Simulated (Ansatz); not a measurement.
All numbers below come from DFT PBE, scalar-relativistic, plane waves, PAW (Ansatz). All cells share a 420 eV cutoff and Γ-centred k meshes spaced at most about 0.3 Å⁻¹ (about 0.25 or finer for metals, 2π included). No spin polarisation.

These are static total energies at zero pressure.

Two forms of BeSe₄ were relaxed alike.

A. Space group Cmmm (No. 65), orthorhombic, a = 7.976 Å, b = 10.026 Å, c = 3.535 Å. Be has 4 Se at 2.19 Å; Se on a site of symmetry m2m has 1 Se at 2.24 Å; around Se on a site of symmetry 2mm lie 2 Be at 2.19 Å and 1 Se at 2.60 Å.

B. Space group P-3m1 (No. 164), trigonal, a = 3.589 Å, c = 8.635 Å. Be is surrounded by 6 Se at 2.43 Å; Se on its first site has 3 Be at 2.43 Å and 3 Se at 2.99 Å; around Se on its second site lie 3 Se at 2.73 Å and 3 Se at 2.99 Å.

Problem. Which would you expect to be lower, and how large is the difference?

Solution. B is lower, by 67 meV/atom. A has space group Cmmm (No. 65), 28.3 Å³/atom and no gap on its mesh; B has space group P-3m1 (No. 164), 19.3 Å³/atom and no gap. Counting Se atoms around Be (those within 1.25 times the shortest such distance or 1.15 times the sum of covalent radii, 1.27 where that leaves under three), A has Be 4 and B has Be 6. A holds Se–Se pairs (shortest 2.24 Å); in B the shortest Se–Se distance is 2.73 Å, near bonding range too. Even the lower one lies +0.11 eV/atom against the reference forms of the elements (uncorrected), so neither is stable at this level. Both come from invented guesses.

Weakly bound directions are ill-defined at this level, which has no dispersion term (Cmmm), and this can change margins and order among such cells. Cells relaxed within their symmetry can be saddle points.
